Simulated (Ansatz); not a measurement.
Here is an Ansatz 0.2.0 calculation.

input.yaml

```yaml
crystal:
  lattice:
    - [-1.59121869, 1.59121869, 1.59121869]
    - [1.59121869, -1.59121869, 1.59121869]
    - [1.59121869, 1.59121869, -1.59121869]
  atoms:
    - { symbol: Al, position: [0.0, 0.0, 0.0] }
hamiltonian:
  xc: pbesol
  pseudopotentials: { kind: paw }
kpoints:
  mp_grid: { grid: [10, 10, 10] }
scf:
  occupations: { method: fermi_dirac, width: 0.05 }
output:
  forces: true
  stress: true
elastic:
  mode: relaxed_ion
  stencil: two_point
```

Potentials or basis: Ansatz PAW.

Launch:

```sh
$ ansatz run input.yaml --threads 2 --pin off --max-ram 5632MiB --backend cpu --events-out ev --progress --plain --runs-dir out
```

Problem. Estimate the elastic constants C11, C12, C44.

Solution. 34, 112, 120 GPa.

Problem. What does it give for the Voigt bulk modulus?

Solution. 86 GPa.

Problem. Predict the pressure.

Solution. 2.7 GPa.

Problem. Estimate the band gap on the k mesh.

Solution. None (metal or under the smearing width).

Elastic tensor in Voigt notation (GPa, in the Cartesian axes of the cell as first typed):
```
 34 112 112   0   0   0
112  34 112   0   0   0
112 112  34   0   0   0
  0   0   0 120   0   0
  0   0   0   0 120   0
  0   0   0   0   0 120
```

Caveat: the elastic tensor has a negative eigenvalue, so either the cell is unstable as it stands or the mesh is too thin; the PAW data sets come from PBE, with cores solved anew for the run's functional, which leaves a small shift of forces and pressure.
